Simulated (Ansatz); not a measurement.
LiCl, response to strain

The parent structure is LiCl in the rock salt structure (space group Fm-3m, No. 225; a = 5.112 Å). Axes: x, y, z lie along the cube axes.

Strains are applied to the cell and any free atomic positions relax.

All numbers come from plane-wave PAW DFT at the r2SCAN level (Ansatz, a quantum-chemistry and plane-wave program, 500 eV), without spin-orbit coupling.

Computed cases, in order: uniaxial strain ε_xx = −4.98 %; uniaxial strain ε_xx = −0.80 %; the unstrained base; uniaxial strain ε_xx = +3.76 %; uniaxial strain ε_xx = +4.90 %.

Task: Between which two neighbouring cases does the gap turn between direct and indirect?

Result: Between uniaxial strain ε_xx = −4.98 % (7.53 eV, indirect, Γ → N) and uniaxial strain ε_xx = −0.80 % (7.33 eV, direct at Γ). The whole series: uniaxial strain ε_xx = −4.98 %: 7.53 eV, indirect, Γ → N; uniaxial strain ε_xx = −0.80 %: 7.33 eV, direct at Γ; the unstrained base: 7.29 eV, direct at Γ; uniaxial strain ε_xx = +3.76 %: 7.01 eV, direct at Γ; uniaxial strain ε_xx = +4.90 %: 6.93 eV, direct at Γ.

Whether these cells are dynamically stable was not tested. Labels are those of the standard path for the cell's own space group.
